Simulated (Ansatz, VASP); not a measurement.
# Two plane-wave programs on BN

File INCAR:

```
SYSTEM = BN
ALGO = Normal
EDIFF = 1E-7
ENCUT = 520
GGA = CA
ISIF = 2
ISMEAR = 0
LASPH = .TRUE.
LCHARG = .FALSE.
LNONCOLLINEAR = .TRUE.
LORBIT = 11
LREAL = .FALSE.
LWAVE = .FALSE.
MAGMOM = 0 0 0.5 0 0 0
NBANDS = 20
NELM = 150
PREC = Accurate
SIGMA = 0.1
```

File KPOINTS:

```
k-points
0
G
  10 10 10
  0 0 0
```

POSCAR

```
BN
1.0
    0.0000000000      1.8130010000      1.8130010000
    1.8130010000      0.0000000000      1.8130010000
    1.8130010000      1.8130010000      0.0000000000
N B
1 1
Direct
    0.2500000000      0.2500000000      0.2500000000
    0.0000000000      0.0000000000      0.0000000000
```

The input input.yaml:

```yaml
crystal:
  lattice:
    - [0.0, 1.813001, 1.813001]
    - [1.813001, 0.0, 1.813001]
    - [1.813001, 1.813001, 0.0]
  atoms:
    - { symbol: "N", position: [0.25, 0.25, 0.25], spin: 0.5, spin_axis: [0.0, 0.0, 0.5] }
    - { symbol: B, position: [0.0, 0.0, 0.0] }
hamiltonian:
  xc: lda
  pseudopotentials: { kind: paw }
magnetization:
  noncollinear: true
  spin_orbit: false
kpoints:
  mp_grid: { grid: [10, 10, 10] }
  band_path:
    path:
      - [[0.0, 0.0, 0.0], [0.5, 0.0, 0.5], [0.5, 0.25, 0.75], [0.375, 0.375, 0.75], [0.0, 0.0, 0.0], [0.5, 0.5, 0.5], [0.625, 0.25, 0.625], [0.5, 0.25, 0.75], [0.5, 0.5, 0.5], [0.375, 0.375, 0.75]]
      - [[0.625, 0.25, 0.625], [0.5, 0.0, 0.5]]
    npoints: 14
scf:
  occupations: { method: gaussian, width: 0.1 }
  n_extra_bands: 6
output:
  forces: true
  stress: true
  eigenvalues: true
  fatbands: false
  write_density: true
  write_potential: true
  elf: true
  volumetric_format: npy
```

The cell is a database's computed one.

Alike in both runs: functional LDA; k mesh 10 × 10 × 10; occupations gaussian, width 0.1 eV; non-collinear spin.

|  | VASP | Ansatz |
| --- | --- | --- |
| version | VASP 6.6.1 | Ansatz 0.2.0 |
| potentials or method | VASP PAW LDA potentials, release 64 (N, B) | Ansatz PAW |
| plane-wave cutoff (eV) | 520 | 420 |
| valence electrons in the cell | 8 | 8 |
| task | single point | band structure |

|  | VASP | Ansatz | Ansatz less VASP |
| --- | --- | --- | --- |
| gap on the k mesh at the Fermi level (eV) | 4.33 | 4.35 | +0.017 |
| least direct gap on the mesh (eV) | 8.64 | 8.65 | +0.013 |
| pressure (GPa) | -13.3 | -14.2 | -0.85 |
| net moment per atom (μB) | 0.00 | 0.00 | 0.000 |

Caveats: the pressure holds a Pulay correction of +1.3 GPa for the finite cutoff (Ansatz); the PAW data sets come from PBE, with cores solved anew for the run's functional, which leaves a small shift of forces and pressure (Ansatz); the starting moments weren't kept (Ansatz). A k mesh can miss the band edges. Expect the measured gap to be larger: semilocal functionals such as LDA lack the derivative discontinuity.
